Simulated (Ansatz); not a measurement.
Every step of a relaxation of PbI₂

DFT, LDA, PAW with Ansatz's default frozen-core files, scalar-relativistic (Ansatz 0.2.0); a Γ-centred 7×7×4 k mesh, Fermi–Dirac smearing of 0.02 eV, no spin polarisation. The run relaxes cell and atoms at a target pressure of 0 GPa.

Command: `ansatz run input.yaml --threads 2 --pin off --max-ram 5120MiB --backend cpu --events-out ev --progress --plain --runs-dir out` It took 12 s on 2 threads of AMD EPYC 7B13 (Zen 3), on a shared host, peak memory 0.5 GiB.

```yaml
crystal:
  lattice:
    - [4.555, 0.0, 0.0]
    - [-2.2775, 3.9447457142, 0.0]
    - [0.0, 0.0, 6.977]
  atoms:
    - { symbol: Pb, position: [0.0, 0.0, 0.0] }
    - { symbol: I, position: [0.3333333333, 0.6666666667, 0.265] }
    - { symbol: I, position: [0.6666666667, 0.3333333333, 0.735] }
kpoints:
  mp_grid: { grid: [7, 7, 4] }
scf:
  occupations: { method: fermi_dirac, width: 0.02 }
hamiltonian:
  xc: lda
  pseudopotentials: { kind: paw }
output:
  forces: true
  stress: true
  eigenvalues: true
  write_density: true
  write_potential: true
  elf: true
  volumetric_format: npy
relax:
  f_tol: 0.005
  max_steps: 50
  cell: {}
```

Each step lists its free energy a cell above the last geometry, the pressure, the cell vectors (Å), and Cartesian positions (Å) with forces (eV/Å).

The first step:

```
step 1  dF = 25.08 meV  P = -1.06 GPa
  cell 4.5550 0.0000 0.0000  -2.2775 3.9447 0.0000  0.0000 0.0000 6.9770
  Pb 0.0000 0.0000 0.0000   0.0000 0.0000 0.0000
  I 0.0000 2.6298 1.8489   0.0000 0.0000 -0.0705
  I 2.2775 1.3149 5.1281   0.0000 0.0000 0.0705
```

Spin–orbit coupling is left out, which matters for the heavy atoms. The PAW files were made under PBE.

**Question.** Where does the relaxation end, and by which steps?

**Answer.** After 4 geometries, with conventional a, b, c = 4.467, 4.467, 6.794 Å, at 39.130 Å³/atom (-6.36 % against the start) in space group P-3m1, with a shortest distance of 3.182 Å. The further steps:
```
step 2  dF = 1.20 meV  P = -0.26 GPa
  cell 4.4782 0.0000 0.0000  -2.2391 3.8782 0.0000  0.0000 0.0000 6.8368
  Pb 0.0000 0.0000 0.0000   0.0000 0.0000 0.0000
  I 0.0000 2.5855 1.8687   0.0000 0.0000 -0.0272
  I 2.2391 1.2927 4.9681   0.0000 0.0000 0.0272
step 3  dF = 0.02 meV  P = 0.07 GPa
  cell 4.4625 0.0000 0.0000  -2.2312 3.8646 0.0000  0.0000 0.0000 6.7903
  Pb 0.0000 0.0000 0.0000   0.0000 0.0000 0.0000
  I 0.0000 2.5764 1.8644   0.0000 0.0000 0.0083
  I 2.2312 1.2882 4.9258   0.0000 0.0000 -0.0083
step 4  dF = 0.00 meV  P = 0.00 GPa
  cell 4.4667 0.0000 0.0000  -2.2334 3.8683 0.0000  0.0000 0.0000 6.7940
  Pb 0.0000 0.0000 0.0000   0.0000 0.0000 0.0000
  I 0.0000 2.5789 1.8648   0.0000 0.0000 -0.0006
  I 2.2334 1.2894 4.9292   0.0000 0.0000 0.0006
step 5  dF = 1.27 meV  P = 0.00 GPa  (same geometry on a basis chosen anew; earlier energies don't compare to the last digit)
  cell 4.4667 0.0000 0.0000  -2.2334 3.8683 0.0000  0.0000 0.0000 6.7940
  Pb 0.0000 0.0000 0.0000   0.0000 0.0000 0.0000
  I 0.0000 2.5789 1.8648   0.0000 0.0000 -0.0006
  I 2.2334 1.2894 4.9292   0.0000 0.0000 0.0006
```
